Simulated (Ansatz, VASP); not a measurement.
**Al: VASP beside Ansatz**

```
Al
1.0
     2.82803    0.00000    0.00000
    -1.41402    2.44915    0.00000
     0.00000    0.00000    4.65072
Al
2
Direct
  0.33333 0.66667 0.25000
  0.66667 0.33333 0.75000
```

Alike in both runs: functional PBE; k mesh 16 × 16 × 9; occupations fermi-dirac, width 0.05 eV; no spin polarisation.

Ansatz relaxed the structure, and its values are those at the end. VASP's run is a single point on that final structure, the one shown.

```csv
,VASP,Ansatz
version,VASP 6.6.1,Ansatz 0.2.0
potentials or method,"VASP PAW PBE potentials, release 64 (Al), cutoff 520 eV","all-electron LAPW, scalar-relativistic"
```

```csv
,VASP,Ansatz,Ansatz less VASP
pressure (GPa),2.6,2.6,+0.03
```

Ansatz ran all-electron here, so the differences hold the error of VASP's frozen core and of both bases.
